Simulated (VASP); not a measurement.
# Al (Im-3m) in VASP: notebook

The runs below take Al through single point, with PBEsol.

All numbers are computed with VASP 6.6.1; they aren't measurements. Logs are shortened: lines on timing, memory, paths and dates and some standing lists are left out, and cuts for length are marked.

### Step 1. The structure

It takes space group Im-3m (No. 229, cubic). The conventional cell has a = 3.182 Å, b = 3.182 Å, c = 3.182 Å, α = 90.00°, β = 90.00°, γ = 90.00°. Al (site symmetry m-3m) is surrounded by 8 Al at 2.76 Å.

This isn't the form of Al at room conditions, which is fcc.

### Step 2. Single point, PBEsol

INCAR

```
ADDGRID = F
ALGO = Normal
EDIFF = 1E-7
ENCUT = 350
GGA = PS
ISIF = 2
ISMEAR = 1
LASPH = T
LCHARG = F
LREAL = F
LWAVE = F
NELM = 100
PREC = Accurate
SIGMA = 0.15
```

KPOINTS

```
k-points
0
Gamma
  10 10 10
```

POSCAR

```
Al
1.0
   -1.5505220000      1.6151010000      1.5901740000
    1.5972310000     -1.6159030000      1.6376860000
    1.5218560000      1.5872370000     -1.5909760000
Al
1
Direct
   -0.0427450000     -0.0166940000     -0.0578530000
```

Potentials or basis: VASP PAW PBE potentials, release 64 (Al).

Run with:

```
$ cat potpaw_PBE.64/Al/POTCAR > POTCAR
$ mpirun -np 1 vasp_std > vasp.out
```

OUTCAR:

```text
EDIFF = 1E-7
   ENCUT = 350
   GGA = PS
   ISIF = 2
   ISMEAR = 1
   LASPH = T
   LREAL = F
   NELM = 100
   PREC = Accurate

 Found    504 irreducible k-points:

 Following reciprocal coordinates:
            Coordinates               Weight
  0.000000  0.000000  0.000000      1.000000
  0.100000 -0.000000  0.000000      2.000000
  0.200000 -0.000000  0.000000      2.000000
  0.300000 -0.000000  0.000000      2.000000
  0.400000 -0.000000  0.000000      2.000000
  0.500000  0.000000 -0.000000      1.000000
   k-points           NKPTS =    504   k-points in BZ     NKDIM =    504   number of bands    NBANDS=      5
   number of dos      NEDOS =    301   number of ions     NIONS =      1
   total plane-waves  NPLWV =   5832
   dimension x,y,z NGX =    18 NGY =   18 NGZ =   18
   dimension x,y,z NGXF=    36 NGYF=   36 NGZF=   36
   ions per type =               1
   NGX,Y,Z   is equivalent  to a cutoff of  10.90, 10.68, 11.03 a.u.
   NGXF,Y,Z  is equivalent  to a cutoff of  21.79, 21.37, 22.05 a.u.
 SYSTEM =  unknown system
   PREC   = accura    normal or accurate (medium, high low for compatibility)
   ISTART =      0    job   : 0-new  1-cont  2-samecut
   ICHARG =      2    charge: 1-file 2-atom 10-const
   ISPIN  =      1    spin polarized calculation?
   LNONCOLLINEAR =      F non collinear calculations
   LSORBIT =      F    spin-orbit coupling
   LASPH  =      T    aspherical Exc in radial PAW
   ENCUT  =  350.0 eV  25.72 Ry    5.07 a.u.   4.19  4.27  4.14*2*pi/ulx,y,z
   NELM   =    100;   NELMIN=  2; NELMDL= -5     # of ELM steps
   EDIFF  = 0.1E-06   stopping-criterion for ELM
   LREAL  =      F    real-space projection
   EDIFFG = 0.1E-05   stopping-criterion for IOM
   NSW    =      0    number of steps for IOM
   IBRION =     -1    ionic relax: 0-MD 1-quasi-New 2-CG
   NFREE  =      0    steps in history (QN), initial steepest desc. (CG)
   ISIF   =      2    stress and relaxation
   ISYM   =      2    0-nonsym 1-usesym 2-fastsym
   POTIM  = 0.5000    time-step for ionic-motion
   TEBEG  =    0.0;   TEEND  =   0.0 temperature during run
   PSTRESS=    0.0 pullay stress
   NELECT =       3.0000    total number of electrons
   NUPDOWN=      -1.0000    fix difference up-down
   EMIN   =  10.00;   EMAX   =-10.00  energy-range for DOS
   EFERMI =   0.00;   METHOD = LEGACY
   ISMEAR =     1;   SIGMA  =   0.15  broadening in eV -4-tet -1-fermi 0-gaus
   EFERMI_NEDOS =   21; number of points for ismear=-14 and -15
   IALGO  =     38    algorithm
   IMIX   =      4    mixing-type and parameters
     AMIX     =   0.40;   BMIX     =  1.00
     AMIX_MAG =   1.60;   BMIX_MAG =  1.00
  volume/ion in A,a.u.               =      16.12       108.75
  Fermi-wavevector in a.u.,A,eV,Ry     =   0.934757  1.766435 11.888373  0.873771
  Thomas-Fermi vector in A             =   2.061595
   LORBIT       =      0    0 simple, 1 ext, 2 COOP (PROOUT), +10 PAW based schemes
   GGA     = PS    functional components
   LHFCALC =     F    Hartree Fock is set to
   AEXX    =    0.0000 exact exchange contribution
   IVDW    =     0    specifies the selected vdW correction
   LEPSILON=     F    determine dielectric tensor
   LRPA    =     F    only Hartree local field effects (RPA)
 non-spin polarized calculation
 Methfessel and Paxton  Order N= 1 SIGMA  =   0.15
  energy-cutoff  :      350.00
  volume of cell :       16.12
 maximum number of plane-waves:       246
 NGX is ok and might be reduce to    18
   NGX =  9   NGY =  9   NGZ =  9

 number of electron       3.0000000 magnetization

 Free energy of the ion-electron system (eV)
  ---------------------------------------------------
  ext. energy  EPLUGINS =         0.00000000
  ---------------------------------------------------
  free energy    TOTEN  =        -3.99484399 eV

  energy without entropy =       -3.99498001  energy(sigma->0) =       -3.99488933

 E-fermi :   8.1983     XC(G=0): -10.3459

 val. band max:        8.1917593913   @ k =   0.5000   0.2000   0.3000
 cond. band min:       8.2042149751   @ k =   0.0000   0.2000   0.5000
 fundamental gap:      0.0124555839
 Fermi energy:         8.1982903177

 k-point     1 :       0.0000    0.0000    0.0000
  band No.  band energies     occupation
      1      -3.0914      2.00000
      2      21.0613      0.00000
      3      21.6595      0.00000
      4      21.9654      0.00000
      5      22.7746      0.00000

 k-point     2 :       0.1000   -0.0000    0.0000
  band No.  band energies     occupation
      1      -2.8051      2.00000
      2      18.3333      0.00000
      3      20.2585      0.00000
      4      20.8152      0.00000
      5      22.5398      0.00000

 k-point     3 :       0.2000   -0.0000    0.0000
  band No.  band energies     occupation
      1      -1.9495      2.00000
      2      14.2316      0.00000
      3      18.7217      0.00000
      4      19.2213      0.00000
      5      21.1932      0.00000

 k-point     4 :       0.3000   -0.0000    0.0000
  band No.  band energies     occupation
      1      -0.5353      2.00000
      2      10.3584     -0.00000
      3      17.6072      0.00000
      4      17.9385      0.00000
      5      20.0401      0.00000

 k-point     5 :       0.4000   -0.0000    0.0000
  band No.  band energies     occupation
      1       1.4202      2.00000
      2       6.9062      2.00000
      3      16.9427      0.00000
      4      17.1337      0.00000
      5      19.3239      0.00000

 k-point     6 :       0.5000    0.0000   -0.0000
  band No.  band energies     occupation
      1       3.6963      2.00000
      2       4.1289      2.00000
      3      16.7251      0.00000
      4      16.8587      0.00000
      5      19.0830      0.00000

 [... further k-points ...]

------------------------ aborting loop because EDIFF is reached ----------------------------------------

  FORCE on cell =-STRESS in cart. coord.  units (eV):
  Direction    XX          YY          ZZ          XY          YZ          ZX
  --------------------------------------------------------------------------------------
  -------------------------------------------------------------------------------------
  Total        0.3388549      0.2258309      0.2810707      0.1642146      0.0006556     -0.2746414
  in kB       33.6879730     22.4514564     27.9432357     16.3257360      0.0651828    -27.3040515
  external PRESSURE =      28.0275550 kB  Pullay stress =       0.0000000 kB

 VOLUME and BASIS-vectors are now :
 -----------------------------------------------------------------------------
  energy-cutoff  :      350.00
  volume of cell :       16.12
      direct lattice vectors                 reciprocal lattice vectors
    -1.550522000  1.615101000  1.590174000    -0.001770503  0.312333611  0.309906003
     1.597231000 -1.615903000  1.637686000     0.316062363  0.002905701  0.305229896
     1.521856000  1.587237000 -1.590976000     0.323572133  0.315167177 -0.004603969

 POSITION                                       TOTAL-FORCE (eV/Angst)
 -----------------------------------------------------------------------------------
      1.52013      1.45255      1.63362         0.000000      0.000000     -0.000000
 -----------------------------------------------------------------------------------
    total drift:                                0.000001      0.000001      0.000002

  FREE ENERGIE OF THE ION-ELECTRON SYSTEM (eV)
  ---------------------------------------------------
  free  energy   TOTEN  =        -3.9948439851 eV

  energy  without entropy=       -3.9949800137  energy(sigma->0) =       -3.99488933
```

It took 25 s on 1 thread of Intel Xeon Platinum 8375C at 2.90GHz (Ice Lake), shared host; peak memory 0.12 GiB.

These settings aren't checked as converged: the numbers below hold their error.

What came out:

```
Free energy            : -3.9948 eV
Pressure               : 2.8 GPa
Band gap on the k mesh : none (metal or under the smearing width)
```

Caveat: the PAW data sets were made with another functional, which shifts forces and pressure a little.

### Step 3. Single point, PBEsol

INCAR: that of step 2 with these lines changed.

```diff
@@ -3,3 +3,3 @@
 EDIFF = 1E-7
-ENCUT = 350
+ENCUT = 600
 GGA = PS
```

KPOINTS

```
k-points
0
Gamma
  8 8 8
```

POSCAR

```
Al
1.0
   -1.5912186900      1.5912186900      1.5912186900
    1.5912186900     -1.5912186900      1.5912186900
    1.5912186900      1.5912186900     -1.5912186900
Al
1
Direct
    0.0000000000      0.0000000000      0.0000000000
```

Potentials or basis: VASP PAW PBE potentials, release 64 (Al).

Run with:

```
$ cat potpaw_PBE.64/Al/POTCAR > POTCAR
$ mpirun -np 1 vasp_std > vasp.out
```

OUTCAR:

```text
EDIFF = 1E-7
   ENCUT = 600
   GGA = PS
   ISIF = 2
   ISMEAR = 1
   LASPH = T
   LREAL = F
   NELM = 100
   PREC = Accurate

 Found     29 irreducible k-points:

 Following reciprocal coordinates:
            Coordinates               Weight
  0.000000  0.000000  0.000000      1.000000
  0.125000  0.000000  0.000000     12.000000
  0.250000  0.000000  0.000000     12.000000
  0.375000  0.000000  0.000000     12.000000
  0.500000  0.000000  0.000000      6.000000
  0.125000  0.125000  0.000000     24.000000
   k-points           NKPTS =     29   k-points in BZ     NKDIM =     29   number of bands    NBANDS=      5
   number of dos      NEDOS =    301   number of ions     NIONS =      1
   total plane-waves  NPLWV =  13824
   dimension x,y,z NGX =    24 NGY =   24 NGZ =   24
   dimension x,y,z NGXF=    48 NGYF=   48 NGZF=   48
   ions per type =               1
   NGX,Y,Z   is equivalent  to a cutoff of  14.48, 14.48, 14.48 a.u.
   NGXF,Y,Z  is equivalent  to a cutoff of  28.95, 28.95, 28.95 a.u.
 SYSTEM =  unknown system
   PREC   = accura    normal or accurate (medium, high low for compatibility)
   ISTART =      0    job   : 0-new  1-cont  2-samecut
   ICHARG =      2    charge: 1-file 2-atom 10-const
   ISPIN  =      1    spin polarized calculation?
   LNONCOLLINEAR =      F non collinear calculations
   LSORBIT =      F    spin-orbit coupling
   LASPH  =      T    aspherical Exc in radial PAW
   ENCUT  =  600.0 eV  44.10 Ry    6.64 a.u.   5.50  5.50  5.50*2*pi/ulx,y,z
   NELM   =    100;   NELMIN=  2; NELMDL= -5     # of ELM steps
   EDIFF  = 0.1E-06   stopping-criterion for ELM
   LREAL  =      F    real-space projection
   EDIFFG = 0.1E-05   stopping-criterion for IOM
   NSW    =      0    number of steps for IOM
   IBRION =     -1    ionic relax: 0-MD 1-quasi-New 2-CG
   NFREE  =      0    steps in history (QN), initial steepest desc. (CG)
   ISIF   =      2    stress and relaxation
   ISYM   =      2    0-nonsym 1-usesym 2-fastsym
   POTIM  = 0.5000    time-step for ionic-motion
   TEBEG  =    0.0;   TEEND  =   0.0 temperature during run
   PSTRESS=    0.0 pullay stress
   NELECT =       3.0000    total number of electrons
   NUPDOWN=      -1.0000    fix difference up-down
   EMIN   =  10.00;   EMAX   =-10.00  energy-range for DOS
   EFERMI =   0.00;   METHOD = LEGACY
   ISMEAR =     1;   SIGMA  =   0.15  broadening in eV -4-tet -1-fermi 0-gaus
   EFERMI_NEDOS =   21; number of points for ismear=-14 and -15
   IALGO  =     38    algorithm
   IMIX   =      4    mixing-type and parameters
     AMIX     =   0.40;   BMIX     =  1.00
     AMIX_MAG =   1.60;   BMIX_MAG =  1.00
  volume/ion in A,a.u.               =      16.12       108.75
  Fermi-wavevector in a.u.,A,eV,Ry     =   0.934757  1.766435 11.888371  0.873771
  Thomas-Fermi vector in A             =   2.061595
   LORBIT       =      0    0 simple, 1 ext, 2 COOP (PROOUT), +10 PAW based schemes
   GGA     = PS    functional components
   LHFCALC =     F    Hartree Fock is set to
   AEXX    =    0.0000 exact exchange contribution
   IVDW    =     0    specifies the selected vdW correction
   LEPSILON=     F    determine dielectric tensor
   LRPA    =     F    only Hartree local field effects (RPA)
 non-spin polarized calculation
 Methfessel and Paxton  Order N= 1 SIGMA  =   0.15
  energy-cutoff  :      600.00
  volume of cell :       16.12
 maximum number of plane-waves:       555
 NGX is ok and might be reduce to    24
   NGX = 11   NGY = 11   NGZ = 11

 number of electron       3.0000000 magnetization

 Free energy of the ion-electron system (eV)
  ---------------------------------------------------
  ext. energy  EPLUGINS =         0.00000000
  ---------------------------------------------------
  free energy    TOTEN  =        -3.95057680 eV

  energy without entropy =       -3.94695631  energy(sigma->0) =       -3.94936997

 E-fermi :   8.3435     XC(G=0): -10.3467

 val. band max:        8.3182819374   @ k =   0.2500   0.2500   0.1250
 cond. band min:       8.3606520678   @ k =  -0.3750   0.3750   0.1250
 fundamental gap:      0.0423701304
 Fermi energy:         8.3434913965

 k-point     1 :       0.0000    0.0000    0.0000
  band No.  band energies     occupation
      1      -3.0914      2.00000
      2      21.5847      0.00000
      3      21.5847      0.00000
      4      21.5847      0.00000
      5      23.2276      0.00000

 k-point     2 :       0.1250    0.0000    0.0000
  band No.  band energies     occupation
      1      -2.6353      2.00000
      2      17.7201      0.00000
      3      19.7199      0.00000
      4      20.1445      0.00000
      5      21.7172      0.00000

 k-point     3 :       0.2500    0.0000    0.0000
  band No.  band energies     occupation
      1      -1.2759      2.00000
      2      12.5555      0.00000
      3      17.9547      0.00000
      4      18.2089      0.00000
      5      19.8830      0.00000

 k-point     4 :       0.3750    0.0000    0.0000
  band No.  band energies     occupation
      1       0.9600      2.00000
      2       7.9450      2.00112
      3      16.8896      0.00000
      4      16.9423      0.00000
      5      18.7227      0.00000

 k-point     5 :       0.5000    0.0000    0.0000
  band No.  band energies     occupation
      1       3.7922      2.00000
      2       4.3152      2.00000
      3      16.5110      0.00000
      4      16.5354      0.00000
      5      18.3318      0.00000

 k-point     6 :       0.1250    0.1250    0.0000
  band No.  band energies     occupation
      1      -1.7275      2.00000
      2      15.1598      0.00000
      3      15.6029      0.00000
      4      18.5273      0.00000
      5      22.1447      0.00000

 [... further k-points ...]

------------------------ aborting loop because EDIFF is reached ----------------------------------------

  FORCE on cell =-STRESS in cart. coord.  units (eV):
  Direction    XX          YY          ZZ          XY          YZ          ZX
  --------------------------------------------------------------------------------------
  -------------------------------------------------------------------------------------
  Total        0.2707372      0.2707372      0.2707372     -0.0000000     -0.0000000      0.0000000
  in kB       26.9158994     26.9158994     26.9158994     -0.0000000     -0.0000000      0.0000000
  external PRESSURE =      26.9158994 kB  Pullay stress =       0.0000000 kB

 VOLUME and BASIS-vectors are now :
 -----------------------------------------------------------------------------
  energy-cutoff  :      600.00
  volume of cell :       16.12
      direct lattice vectors                 reciprocal lattice vectors
    -1.591218690  1.591218690  1.591218690     0.000000000  0.314224565  0.314224565
     1.591218690 -1.591218690  1.591218690     0.314224565  0.000000000  0.314224565
     1.591218690  1.591218690 -1.591218690     0.314224565  0.314224565  0.000000000

 POSITION                                       TOTAL-FORCE (eV/Angst)
 -----------------------------------------------------------------------------------
      0.00000      0.00000      0.00000         0.000000     -0.000000      0.000000
 -----------------------------------------------------------------------------------
    total drift:                                0.000000      0.000000      0.000000

  FREE ENERGIE OF THE ION-ELECTRON SYSTEM (eV)
  ---------------------------------------------------
  free  energy   TOTEN  =        -3.9505767970 eV

  energy  without entropy=       -3.9469563053  energy(sigma->0) =       -3.94936997
```

OSZICAR:

```text
N       E                     dE             d eps       ncg     rms          rms(c)
DAV:   1    -0.193233716150E+01   -0.19323E+01   -0.92625E+02   300   0.376E+02
DAV:   2    -0.396601926850E+01   -0.20337E+01   -0.19820E+01   380   0.322E+01
DAV:   3    -0.398035880976E+01   -0.14340E-01   -0.14307E-01   395   0.313E+00
DAV:   4    -0.398038222853E+01   -0.23419E-04   -0.23419E-04   415   0.118E-01
DAV:   5    -0.398038233604E+01   -0.10750E-06   -0.10758E-06   430   0.517E-03    0.138E+00
DAV:   6    -0.396234664506E+01    0.18036E-01   -0.25780E-03   355   0.326E-01    0.777E-01
DAV:   7    -0.395059363420E+01    0.11753E-01   -0.68102E-03   365   0.513E-01    0.165E-01
DAV:   8    -0.395057780258E+01    0.15832E-04   -0.41988E-05   450   0.621E-02    0.120E-02
DAV:   9    -0.395057713237E+01    0.67021E-06   -0.31111E-07   425   0.410E-03    0.112E-03
DAV:  10    -0.395057679263E+01    0.33974E-06   -0.79066E-09   355   0.847E-04    0.782E-04
DAV:  11    -0.395057679702E+01   -0.43905E-08   -0.39319E-10   230   0.143E-04
   1 F= -.39505768E+01 E0= -.39493700E+01  d E =-.362049E-02
```

stdout:

```text
POSCAR found type information on POSCAR Al
 POSCAR found :  1 types and       1 ions
 scaLAPACK will be used
 -----------------------------------------------------------------------------
|                                                                             |
|                                                                             |
|     You enforced a specific xc type in the INCAR file but a different       |
|     I HOPE YOU KNOW WHAT YOU ARE DOING!                                     |
|                                                                             |
 -----------------------------------------------------------------------------

 LDA part: xc-table for (Slater+PW92), standard interpolation
 POSCAR, INCAR and KPOINTS ok, starting setup
 FFT: planning ... GRIDC
 FFT: planning ... GRID_SOFT
 FFT: planning ... GRID
 WAVECAR not read
 entering main loop
```

Wall time 6.4 s (1 thread of Intel Xeon Platinum 8375C at 2.90GHz (Ice Lake), shared host); peak memory 0.12 GiB.

The run converged, but some of its settings lie outside the range that counts as converged, so its numbers aren't taken as properties of the crystal.

Results:

| Property | Result |
| --- | --- |
| Free energy | -3.9506 eV |
| Pressure | 2.7 GPa |
| Band gap on the k mesh | none (metal or under the smearing width) |

Caveat: the PAW data sets were made with another functional, which shifts forces and pressure a little.

### Step 4. Single point, PBEsol

INCAR is that of step 3.

KPOINTS is that of step 3.

POSCAR

```
Al
1.0
   -1.5505220000      1.6151010000      1.5901740000
    1.5972310000     -1.6159030000      1.6376860000
    1.5218560000      1.5872370000     -1.5909760000
Al
1
Direct
   -0.0427450000     -0.0166940000     -0.0578530000
```

Run with:

```
$ cat potpaw_PBE.64/Al/POTCAR > POTCAR
$ mpirun -np 1 vasp_std > vasp.out
```

Wall time 17 s (1 thread of Intel Xeon Platinum 8375C at 2.90GHz (Ice Lake), shared host); peak memory 0.14 GiB.

These settings aren't checked as converged: the numbers below hold their error.

What came out:

```yaml
Free_energy: -3.9569 eV
Pressure: 2.3 GPa
Band_gap_on_the_k_mesh: none (metal or under the smearing width)
```

Caveat: the PAW data sets were made with another functional, which shifts forces and pressure a little.

### Step 5. For comparison

An earlier run on the cell as given: functional PBEsol; potentials or basis VASP PAW PBE potentials, release 64 (Al); cutoff 520 eV; k mesh 12 × 12 × 12; occupations fermi-dirac, width 0.05 eV; no spin polarisation.

- Pressure: 2.3 GPa
- Band gap on the k mesh: none (metal or under the smearing width)
